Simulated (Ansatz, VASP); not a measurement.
AgCl: VASP beside Ansatz

```
Ag Cl
1.0
     0.00000    2.80964    2.80964
     2.80964    0.00000    2.80964
     2.80964    2.80964    0.00000
Ag Cl
1 1
Direct
  0.50000 0.50000 0.50000
  0.00000 0.00000 0.00000
```

Change from the starting cell: volume scaled by 1.04.

Alike in both runs: task single point; functional PBEsol; k mesh 9 × 9 × 9; occupations fermi-dirac, width 0.01 eV; no spin polarisation.

|  | VASP | Ansatz |
| --- | --- | --- |
| version | VASP 6.6.1 | Ansatz 0.2.0 |
| potentials or method | VASP PAW PBE potentials, release 64 (Ag, Cl), cutoff 520 eV | all-electron LAPW, scalar-relativistic |

Ansatz gave:

```
gap on the k mesh at the Fermi level (eV) : 0.79
pressure (GPa)                            : -4.1
```

Question: Estimate VASP's values.

Answer: gap on the k mesh at the Fermi level (eV): 0.79; pressure (GPa): -4.2.

Ansatz ran all-electron here, so the differences hold the error of VASP's frozen core and of both bases.

Caveats: the PAW data sets were made with another functional, which shifts forces and pressure a little (VASP); an odd mesh through Γ misses points on the zone boundary, where band edges often lie.
